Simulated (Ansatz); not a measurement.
Born–Oppenheimer molecular dynamics of C3H4N2 (9 atoms, charge 0, multiplicity 1). It starts from a relaxed structure.

Method: UKS PBE0-D4/STO-3G (Ansatz 0.2.0).

- ensemble: NVE (velocity Verlet)
- time step: 0.5 fs
- steps asked: 314
- starting velocities drawn for: 2000 K
- seed: 471113

Frames 5 fs apart, positions in Å.

Velocities at 30 fs (Å/ps):

```
C -2.10 -14.11 -0.53
C 2.48 4.98 -1.37
N 1.88 -2.84 -5.80
C -15.49 0.41 7.63
N 6.15 7.56 2.58
H -1.61 27.49 -13.87
H 15.00 21.74 -6.22
H 69.18 -5.64 -0.99
H -14.10 -5.34 -2.53
```

```xyz
9
Properties=species:S:1:pos:R:3 time_fs=30 energy_less_start_eV=1.025 T=875
C 0.049 1.145 -0.544
C 0.684 -0.028 -0.711
N 0.239 -0.946 0.206
C -0.839 -0.310 0.867
N -0.914 0.972 0.588
H 0.052 2.272 -0.764
H 1.572 -0.046 -1.276
H 0.631 -1.907 0.083
H -1.249 -0.841 1.686
9
Properties=species:S:1:pos:R:3 time_fs=35 energy_less_start_eV=0.771 T=1153
C 0.006 1.121 -0.517
C 0.720 0.005 -0.731
N 0.250 -0.969 0.172
C -0.891 -0.320 0.904
N -0.887 1.012 0.587
H 0.137 2.088 -0.896
H 1.660 -0.073 -1.341
H 0.800 -1.853 0.186
H -1.407 -0.889 1.747
9
Properties=species:S:1:pos:R:3 time_fs=40 energy_less_start_eV=1.235 T=645
C -0.047 1.127 -0.464
C 0.774 0.023 -0.747
N 0.238 -0.972 0.135
C -0.875 -0.343 0.925
N -0.888 1.025 0.584
H 0.275 2.010 -1.177
H 1.609 -0.236 -1.383
H 0.764 -1.866 0.451
H -1.498 -0.806 1.665
9
Properties=species:S:1:pos:R:3 time_fs=45 energy_less_start_eV=0.699 T=1237
C -0.013 1.148 -0.482
C 0.785 0.013 -0.715
N 0.199 -0.963 0.125
C -0.784 -0.331 0.896
N -0.932 0.999 0.600
H 0.105 1.953 -1.100
H 1.539 -0.330 -1.463
H 0.589 -1.765 0.596
H -1.526 -0.796 1.613
9
Properties=species:S:1:pos:R:3 time_fs=50 energy_less_start_eV=1.221 T=661
C 0.056 1.142 -0.507
C 0.767 0.000 -0.672
N 0.150 -0.956 0.133
C -0.713 -0.287 0.875
N -0.978 0.960 0.598
H -0.119 2.209 -1.037
H 1.415 -0.296 -1.485
H 0.583 -1.832 0.607
H -1.329 -0.863 1.518
9
Properties=species:S:1:pos:R:3 time_fs=55 energy_less_start_eV=1.073 T=825
C 0.073 1.176 -0.504
C 0.753 0.000 -0.666
N 0.148 -0.990 0.134
C -0.717 -0.260 0.915
N -0.992 0.956 0.552
H -0.065 2.084 -0.901
H 1.413 -0.263 -1.496
H 0.626 -1.835 0.398
H -1.194 -0.979 1.635
9
Properties=species:S:1:pos:R:3 time_fs=60 energy_less_start_eV=0.783 T=1143
C 0.041 1.174 -0.449
C 0.742 0.011 -0.702
N 0.179 -1.005 0.118
C -0.762 -0.303 0.996
N -0.977 0.988 0.488
H 0.170 2.234 -1.046
H 1.508 -0.248 -1.452
H 0.701 -1.946 0.238
H -1.183 -0.847 1.835
9
Properties=species:S:1:pos:R:3 time_fs=65 energy_less_start_eV=1.386 T=479
C 0.019 1.185 -0.433
C 0.725 0.012 -0.741
N 0.213 -0.987 0.119
C -0.787 -0.344 1.018
N -0.961 0.995 0.469
H 0.347 1.978 -0.949
H 1.585 -0.207 -1.370
H 0.629 -1.935 0.145
H -1.288 -0.661 1.990
9
Properties=species:S:1:pos:R:3 time_fs=70 energy_less_start_eV=0.744 T=1184
C 0.039 1.141 -0.457
C 0.694 0.000 -0.753
N 0.224 -0.941 0.153
C -0.784 -0.332 0.958
N -0.963 0.964 0.523
H 0.385 2.179 -0.958
H 1.631 -0.158 -1.320
H 0.521 -1.943 0.147
H -1.304 -0.576 1.870
9
Properties=species:S:1:pos:R:3 time_fs=75 energy_less_start_eV=0.853 T=1065
C 0.064 1.140 -0.508
C 0.687 -0.021 -0.757
N 0.224 -0.913 0.209
C -0.772 -0.287 0.861
N -0.958 0.937 0.593
H 0.131 2.123 -0.781
H 1.586 -0.171 -1.317
H 0.381 -1.963 0.202
H -1.296 -0.784 1.715
9
Properties=species:S:1:pos:R:3 time_fs=80 energy_less_start_eV=0.924 T=987
C 0.031 1.147 -0.510
C 0.708 -0.033 -0.762
N 0.249 -0.927 0.242
C -0.795 -0.303 0.837
N -0.936 0.985 0.614
H 0.011 2.270 -0.851
H 1.572 -0.295 -1.423
H 0.275 -1.934 0.251
H -1.282 -1.051 1.460
9
Properties=species:S:1:pos:R:3 time_fs=85 energy_less_start_eV=0.927 T=981
C -0.024 1.172 -0.481
C 0.740 -0.026 -0.764
N 0.291 -0.943 0.236
C -0.835 -0.360 0.866
N -0.907 1.053 0.597
H 0.076 2.078 -1.035
H 1.456 -0.379 -1.487
H 0.281 -2.035 0.209
H -1.464 -1.106 1.401
```

Of the whole run (157 fs, mean temperature of the second half 990 K): The conserved energy stayed within 1.4 meV per atom of its start (net change 0.35 meV per atom), so the integration is sound. Over the second half the temperature averaged 0.50 of the 2000 K drawn at the start: a run that starts near a minimum puts about half its kinetic energy into the potential. A run of 0.16 ps of so small a system gives no equilibrium averages. Limits of this set-up: minimal basis.

Time of the run: 11 min on 1 thread of Arm Neoverse V2, on a shared host, peak memory 0.11 GiB.
